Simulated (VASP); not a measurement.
# ZrB2 (P6/mmm) in VASP: notebook

Runs on ZrB2. Level: LDA. Tasks: single point, relaxation of cell and atoms.

Everything below comes from runs of VASP 6.6.1. Logs are shortened: lines on timing, memory, paths and dates and some standing lists are left out, and cuts for length are marked.

### Step 1. The structure

Symmetry: P6/mmm, No. 191, hexagonal system. The conventional cell has a = 3.136 Å, b = 3.136 Å, c = 3.486 Å, α = 90.00°, β = 90.00°, γ = 120.00°. Around Zr (site symmetry 6/mmm) lie 12 B at 2.51 Å. B (site symmetry -6m2) is surrounded by 3 B at 1.81 Å.

### Step 2. Single point, LDA (cell and atoms relaxed tightly for response)

The input, INCAR:

```
SYSTEM = ZrB2
PREC     = Accurate       ! precision mode
ENCUT    = 520            ! plane-wave cutoff, eV
EDIFF    = 1E-7           ! SCF threshold, eV
ISMEAR   = -1             ! smearing method
SIGMA    = 0.15           ! smearing width, eV
LREAL    = .FALSE.        ! projectors in reciprocal space
LASPH    = .TRUE.         ! aspherical terms in the spheres
NELM     = 60             ! most SCF steps
ALGO     = Normal         ! electronic algorithm
ISIF     = 2              ! what is computed and relaxed
LWAVE    = .FALSE.        ! write WAVECAR
LCHARG   = .FALSE.        ! write CHGCAR
NBANDS   = 16             ! bands
```

The input, KPOINTS:

```
regular mesh
0
G
  15 15 12
  0 0 0
```

The input, POSCAR:

```
ZrB2
1.0
    3.1332803595      0.0000000000      0.0000000000
   -1.5666401798      2.7135003885      0.0000000000
    0.0000000000      0.0000000000      3.4884595628
Zr B
1 2
Direct
    0.0000000000      0.0000000000      0.0000000000
    0.3333333333      0.6666666667      0.5000000000
    0.6666666667      0.3333333333      0.5000000000
```

Potentials or basis: VASP PAW LDA potentials, release 64 (Zr_sv, B).

Run with:

```bash
$ cat potpaw_LDA.64/Zr_sv/POTCAR potpaw_LDA.64/B/POTCAR > POTCAR
$ mpirun -np 1 vasp_std > vasp.out
```

OUTCAR:

```text
SYSTEM = ZrB2
   PREC = Accurate
   ENCUT = 520
   EDIFF = 1E-7
   ISMEAR = -1
   LREAL = .FALSE.
   LASPH = .TRUE.
   NELM = 60
   ISIF = 2

 ion  position               nearest neighbor table
   1  0.000  0.000  0.000-   2 2.51   3 2.51   2 2.51   3 2.51   3 2.51   3 2.51   2 2.51   2 2.51
                             3 2.51   3 2.51   2 2.51   2 2.51
   2  0.333  0.667  0.500-   3 1.81   3 1.81   3 1.81   1 2.51   1 2.51   1 2.51   1 2.51   1 2.51
                             1 2.51
   3  0.667  0.333  0.500-   2 1.81   2 1.81   2 1.81   1 2.51   1 2.51   1 2.51   1 2.51   1 2.51
                             1 2.51

  LATTYP: Found a hexagonal cell.
 ALAT       =     3.1332803595
 C/A-ratio  =     1.1133569814

  Lattice vectors:

 A1 = (   3.1332803595,   0.0000000000,   0.0000000000)
 A2 = (  -1.5666401798,   2.7135003885,   0.0000000000)
 A3 = (   0.0000000000,   0.0000000000,   3.4884595628)

Analysis of symmetry for initial positions (statically):
=====================================================================
 Subroutine PRICEL returns:
 Original cell was already a primitive cell.

 Routine SETGRP: Setting up the symmetry group for a
 hexagonal supercell.

 Subroutine GETGRP returns: Found 24 space group operations
 (whereof 24 operations were pure point group operations)
 out of a pool of 24 trial point group operations.

The static configuration has the point symmetry D_6h.

Analysis of symmetry for dynamics (positions and initial velocities):
=====================================================================
 Subroutine PRICEL returns:
 Original cell was already a primitive cell.

 Routine SETGRP: Setting up the symmetry group for a
 hexagonal supercell.

 Subroutine GETGRP returns: Found 24 space group operations
 (whereof 24 operations were pure point group operations)
 out of a pool of 24 trial point group operations.

The dynamic configuration has the point symmetry D_6h.

 Subroutine INISYM returns: Found 24 space group operations
 (whereof 24 operations are pure point group operations),
 and found     1 'primitive' translations

----------------------------------------------------------------------------------------

                                     Primitive cell

  volume of cell :      29.6594

  direct lattice vectors                    reciprocal lattice vectors
     3.133280360  0.000000000  0.000000000     0.319154332  0.184263839  0.000000000
    -1.566640180  2.713500388  0.000000000     0.000000000  0.368527679  0.000000000
     0.000000000  0.000000000  3.488459563     0.000000000  0.000000000  0.286659479
[... 90 lines left out ...]
   IBRION =     -1    ionic relax: 0-MD 1-quasi-New 2-CG
   NFREE  =      0    steps in history (QN), initial steepest desc. (CG)
   ISIF   =      2    stress and relaxation
   ISYM   =      2    0-nonsym 1-usesym 2-fastsym
   POTIM  = 0.5000    time-step for ionic-motion
   TEBEG  =    0.0;   TEEND  =   0.0 temperature during run
   PSTRESS=    0.0 pullay stress
   NELECT =      18.0000    total number of electrons
   NUPDOWN=      -1.0000    fix difference up-down
   EMIN   =  10.00;   EMAX   =-10.00  energy-range for DOS
   EFERMI =   0.00;   METHOD = LEGACY
   ISMEAR =    -1;   SIGMA  =   0.15  broadening in eV -4-tet -1-fermi 0-gaus
   EFERMI_NEDOS =   21; number of points for ismear=-14 and -15
   IALGO  =     38    algorithm
   IMIX   =      4    mixing-type and parameters
     AMIX     =   0.40;   BMIX     =  1.00
     AMIX_MAG =   1.60;   BMIX_MAG =  1.00
  volume/ion in A,a.u.               =       9.89        66.72
  Fermi-wavevector in a.u.,A,eV,Ry     =   1.386047  2.619250 26.138522  1.921127
  Thomas-Fermi vector in A             =   2.510400
   LORBIT       =      0    0 simple, 1 ext, 2 COOP (PROOUT), +10 PAW based schemes
   GGA     = CA    functional components
   LHFCALC =     F    Hartree Fock is set to
   AEXX    =    0.0000 exact exchange contribution
   IVDW    =     0    specifies the selected vdW correction
   LEPSILON=     F    determine dielectric tensor
   LRPA    =     F    only Hartree local field effects (RPA)
 non-spin polarized calculation
  energy-cutoff  :      520.00
  volume of cell :       29.66
 maximum number of plane-waves:       820
 NGX is ok and might be reduce to    24
   NGX = 11   NGY = 11   NGZ = 13

 number of electron      18.0000000 magnetization

 Free energy of the ion-electron system (eV)
  ---------------------------------------------------
  ext. energy  EPLUGINS =         0.00000000
  ---------------------------------------------------
  free energy    TOTEN  =       -27.49160003 eV

  energy without entropy =      -27.47080136  energy(sigma->0) =      -27.48120070

 E-fermi :  10.8438     XC(G=0): -12.7545

 val. band max:       10.8284926420   @ k =   0.0667   0.0667   0.4167
 cond. band min:      10.8684504566   @ k =   0.4000   0.1333   0.0000
 fundamental gap:      0.0399578146
 Fermi energy:        10.8437581958

 k-point     1 :       0.0000    0.0000    0.0000
  band No.  band energies     occupation
      1     -37.3602      2.00000
      2     -15.7262      2.00000
      3     -15.1043      2.00000
      4     -15.1043      2.00000
      5      -1.8536      2.00000
      6       8.1656      2.00000
[... 433 lines left out ...]
      3     -15.5926      2.00000
      4     -15.5080      2.00000
      5       2.5015      2.00000
      6       2.7703      2.00000
[... 8 lines left out ...]
     15      20.6852      0.00000
     16      20.9101      0.00000

 [... further k-points ...]

------------------------ aborting loop because EDIFF is reached ----------------------------------------

  FORCE on cell =-STRESS in cart. coord.  units (eV):
  Direction    XX          YY          ZZ          XY          YZ          ZX
  --------------------------------------------------------------------------------------
  -------------------------------------------------------------------------------------
  Total        0.0886011      0.0886011      0.1019374     -0.0000000     -0.0000000      0.0000000
  in kB        4.7861566      4.7861566      5.5065727     -0.0000000     -0.0000000      0.0000000
  external PRESSURE =       5.0262953 kB  Pullay stress =       0.0000000 kB

 VOLUME and BASIS-vectors are now :
 -----------------------------------------------------------------------------
  energy-cutoff  :      520.00
  volume of cell :       29.66
      direct lattice vectors                 reciprocal lattice vectors
     3.133280360  0.000000000  0.000000000     0.319154332  0.184263839  0.000000000
    -1.566640180  2.713500388  0.000000000     0.000000000  0.368527679  0.000000000
     0.000000000  0.000000000  3.488459563     0.000000000  0.000000000  0.286659479

 POSITION                                       TOTAL-FORCE (eV/Angst)
 -----------------------------------------------------------------------------------
      0.00000      0.00000      0.00000        -0.000000      0.000000      0.000000
     -0.00000      1.80900      1.74423         0.000000     -0.000000      0.000000
      1.56664      0.90450      1.74423        -0.000000      0.000000      0.000000
 -----------------------------------------------------------------------------------
    total drift:                               -0.000000      0.000000      0.000000

  FREE ENERGIE OF THE ION-ELECTRON SYSTEM (eV)
  ---------------------------------------------------
  free  energy   TOTEN  =       -27.4916000350 eV

  energy  without entropy=      -27.4708013561  energy(sigma->0) =      -27.48120070
```

Wall time 2.5 min (1 thread of AMD EPYC 7R13 (Zen 3), shared host); peak memory 0.16 GiB.

What came out:

```yaml
Free_energy: -27.4916 eV
Pressure: 0.5 GPa
Band_gap_on_the_k_mesh: none (metal or under the smearing width)
```

Levels at points of the mesh, in eV from the Fermi level:
| k point | band 7 | band 8 | band 9 | band 10 | band 11 | band 12 |
| --- | --- | --- | --- | --- | --- | --- |
| (0.00, 0.00, 0.00) | -2.68 | -2.65 | -2.24 | 3.56 | 3.56 | 4.36 |
| (0.00, 0.00, 0.50) | -0.95 | -0.95 | 0.34 | 0.34 | 0.82 | 0.82 |

### Step 3. Relaxation of cell and atoms, LDA (cell and atoms relaxed tightly for response)

The input, INCAR:

```
ALGO = Normal ; EDIFF = 1E-6
EDIFFG = -0.001 ; ENCUT = 600
GGA = CA ; IBRION = 2
ISIF = 3 ; ISMEAR = -1
LASPH = T ; LCHARG = F
LREAL = F ; LWAVE = F
NELM = 80 ; NSW = 80
PREC = Accurate ; SIGMA = 0.15
```

The input, KPOINTS:

```
k-points
0
Gamma
  15 15 12
```

The input, POSCAR:

```
ZrB2
1.0
    3.1327035630      0.0000000000      0.0000000000
   -1.5663517815      2.7130008681      0.0000000000
    0.0000000000      0.0000000000      3.4888814754
Zr B
1 2
Direct
    0.0000000000      0.0000000000      0.0000000000
    0.3333333333      0.6666666667      0.5000000000
    0.6666666667      0.3333333333      0.5000000000
```

Potentials or basis: VASP PAW LDA potentials, release 64 (Zr_sv, B).

Run with:

```bash
$ cat potpaw_LDA.64/Zr_sv/POTCAR potpaw_LDA.64/B/POTCAR > POTCAR
$ mpirun -np 1 vasp_std > vasp.out
```

It took 4.2 min on 1 thread of AMD EPYC 7R13 (Zen 3), shared host; peak memory 0.18 GiB.

It converged, with:

```yaml
Free_energy: -27.4931 eV
Relaxed_volume: 9.91 Å³/atom
Relaxed_cell: a = 3.135 Å, b = 3.135 Å, c = 3.491 Å, α = 90.00°, β = 90.00°, γ = 120.00°
Space_group_after_relaxing_to_0.05_Å: P6/mmm (No. 191)
Energy_gained_by_relaxing: 0.0 meV/atom
Ionic_steps: 3
Pressure_after_relaxing: 0.0 GPa
Band_gap_on_the_k_mesh: none (metal or under the smearing width)
```

The path:
```tsv
step	energy change (eV)	largest force (eV/Å)	pressure (GPa)	volume (Å³)
1	0.0000	0.0000	0.57	29.65
2	0.0001	0.0000	-0.75	29.80
3	-0.0001	0.0000	-0.01	29.72
```

Final structure:
```cif
data_structure
_symmetry_space_group_name_H-M 'P 1'
_symmetry_Int_Tables_number 1
_cell_length_a 3.1350
_cell_length_b 3.1350
_cell_length_c 3.4913
_cell_angle_alpha 90.000
_cell_angle_beta 90.000
_cell_angle_gamma 120.000
_cell_volume 29.72
loop_
_atom_site_label
_atom_site_type_symbol
_atom_site_fract_x
_atom_site_fract_y
_atom_site_fract_z
_atom_site_occupancy
Zr1 Zr 0.00000 0.00000 0.00000 1
B1 B 0.33333 0.66667 0.50000 1
B2 B 0.66667 0.33333 0.50000 1
```

Levels at points of the mesh, in eV from the Fermi level:
```tsv
k point	band 6	band 7	band 8	band 9	band 10	band 11	band 12	band 13
(0.00, 0.00, 0.00)	-2.67	-2.67	-2.64	-2.24	3.55	3.55	4.35	4.35
(0.00, 0.00, 0.50)	-6.98	-0.95	-0.95	0.35	0.35	0.81	0.81	1.91
```

[end of part 1 of 2]
